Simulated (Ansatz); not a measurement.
CdTe and its competing phases

Computed with Ansatz, DFT PBE, scalar-relativistic, plane waves, PAW. Settings: cutoff 420 eV, Γ-centred meshes spaced at most about 0.3 Å⁻¹, and about 0.25 Å⁻¹ or finer for metals (2π included), Gaussian smearing. No spin polarisation.

Formation energies are uncorrected and refer to the elements' standard structures at the same level.

All energies are static (0 K, no zero-point motion). These runs have no spin–orbit coupling, which can matter for Te. The reference form of Te is held partly by dispersion forces, which this level lacks.

The competitors are the elements and 1 reference phase of this chemical system (from databases or known types: CdTe), relaxed at the same level; other known phases may be missing.

The candidate was reached from: random cell.

```
Cd Te
1.0
     3.19361    0.00000    0.00000
    -1.59681    2.76575    0.00000
     0.00000    0.00000    6.44280
Cd Te
1 1
Direct
  0.00000 0.00000 0.50000
  0.00000 0.00000 0.00000
```

Question: Where does it stand against these competitors?

Answer: Not the lowest form: another structure of the same formula lies lower. Its formation energy is 0.083 eV/atom. The lowest competing phase at this composition is this:

```tsv
phase	space group	source	share of atoms	ΔE_f (eV/atom)
CdTe	F-43m (No. 216)	COD	1.0000	-0.464
```

The candidate lies 0.55 eV/atom above this phase. The candidate matches no cell in the subsets of the Crystallography Open Database and the Materials Project at hand. A phase this far over the hull is unlikely to be made.
